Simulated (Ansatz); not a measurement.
Band table of C (diamond type)

```yaml
crystal:
  lattice:
    - [0.00000, 1.36166, 1.36166]
    - [1.36166, 0.00000, 1.36166]
    - [1.36166, 1.36166, 0.00000]
  atoms:
    - { symbol: C, position: [0.87500, 0.87500, 0.87500] }
    - { symbol: C, position: [0.12500, 0.12500, 0.12500] }
```

The cell comes from a relaxation on PAW files under the same functional, begun from a prototype that needn't be the stable phase.

Computed with Ansatz 0.2.0; functional PBEsol, scalar-relativistic. Settings: a Γ-centred 20×20×20 k mesh, Fermi–Dirac smearing of 0.1 eV, no spin polarisation. Methods: LAPW: all electrons, basis error target 1 meV/atom.

This run: volume at 0.45 of the series' base cell.

Path points, in fractions of the reciprocal vectors: Γ (0.000, 0.000, 0.000), X (0.500, 0.000, 0.500), U (0.625, 0.250, 0.625), K (0.375, 0.375, 0.750), L (0.500, 0.500, 0.500), W (0.500, 0.250, 0.750). The distance column jumps between branches of the path. Levels in eV from the valence-band top; bands 3 to 8, counted from the lowest band of the run. The gap is 6.54 eV, the pressure 1436 GPa.

```
# k(1/Å) point b3 b4 b5 b6 b7 b8
0.000 Γ -35.73 0.00 0.00 0.00 7.88 7.88
0.288 - -35.50 -1.42 -1.42 -0.37 7.83 9.57
0.577 - -34.81 -4.04 -4.04 -1.48 7.71 13.02
0.865 - -33.67 -6.65 -6.65 -3.35 7.50 16.94
1.154 - -32.05 -8.92 -8.92 -6.04 7.24 12.81
1.442 - -29.97 -10.75 -10.75 -9.47 6.95 9.82
1.730 - -27.43 -13.34 -12.07 -12.07 6.69 8.01
2.019 - -24.43 -17.27 -12.88 -12.88 6.54 7.03
2.307 X -21.02 -21.02 -13.15 -13.15 6.61 6.61
2.409 - -21.00 -20.99 -13.31 -13.12 6.62 6.83
2.511 - -20.93 -20.92 -13.77 -13.03 6.65 7.46
2.613 - -20.81 -20.79 -14.48 -12.87 6.71 8.46
2.715 - -20.65 -20.61 -15.37 -12.66 6.80 9.75
2.817 - -20.46 -20.38 -16.38 -12.39 6.91 11.27
2.919 - -20.26 -20.11 -17.42 -12.07 7.06 12.95
3.021 - -20.15 -19.78 -18.36 -11.68 7.24 14.76
3.123 U -20.48 -19.40 -18.82 -11.25 7.47 16.65
4.536 K -20.48 -19.40 -18.82 -11.25 7.47 16.65
4.842 - -23.53 -17.98 -17.80 -9.65 8.42 22.28
5.148 - -26.64 -16.14 -15.98 -7.70 9.83 18.93
5.453 - -29.37 -13.89 -13.69 -5.58 11.70 15.67
5.759 - -31.64 -11.24 -11.00 -3.53 12.91 13.67
6.065 - -33.42 -8.24 -7.95 -1.86 10.73 14.51
6.371 - -34.70 -4.98 -4.70 -0.75 9.15 12.41
6.677 - -35.47 -1.76 -1.61 -0.17 8.20 9.44
6.983 Γ -35.73 0.00 0.00 0.00 7.88 7.88
7.233 - -35.56 -1.57 -0.46 -0.46 8.47 8.47
7.482 - -35.04 -4.76 -1.51 -1.51 9.83 9.83
7.732 - -34.19 -8.33 -2.67 -2.67 11.21 11.21
7.982 - -33.01 -11.93 -3.71 -3.71 12.06 12.06
8.232 - -31.50 -15.40 -4.55 -4.55 12.22 12.22
8.481 - -29.69 -18.66 -5.16 -5.16 11.98 11.98
8.731 - -27.68 -21.55 -5.53 -5.53 11.69 11.69
8.981 L -26.29 -23.25 -5.65 -5.65 11.57 11.57
9.185 - -26.16 -23.16 -6.13 -5.95 11.25 12.12
9.389 - -25.77 -22.90 -7.40 -6.86 10.65 13.50
9.593 - -25.12 -22.47 -9.10 -8.29 10.28 15.14
9.797 - -24.22 -21.87 -10.95 -10.11 10.34 16.41
10.001 - -23.08 -21.09 -12.81 -12.14 10.86 16.92
10.205 - -21.70 -20.14 -14.57 -14.25 11.75 16.59
10.408 - -20.11 -19.03 -16.30 -16.19 12.93 15.60
10.612 W -18.42 -18.42 -17.56 -17.56 14.28 14.28
10.757 - -18.78 -18.78 -17.14 -17.14 13.83 13.83
10.901 - -19.33 -19.33 -16.42 -16.42 12.71 12.71
11.045 - -19.83 -19.83 -15.66 -15.66 11.29 11.29
11.189 - -20.25 -20.25 -14.90 -14.90 9.84 9.84
11.333 - -20.58 -20.58 -14.22 -14.22 8.54 8.54
11.478 - -20.82 -20.82 -13.65 -13.65 7.50 7.50
11.622 - -20.97 -20.97 -13.28 -13.28 6.84 6.84
11.766 X -21.02 -21.02 -13.15 -13.15 6.61 6.61
```
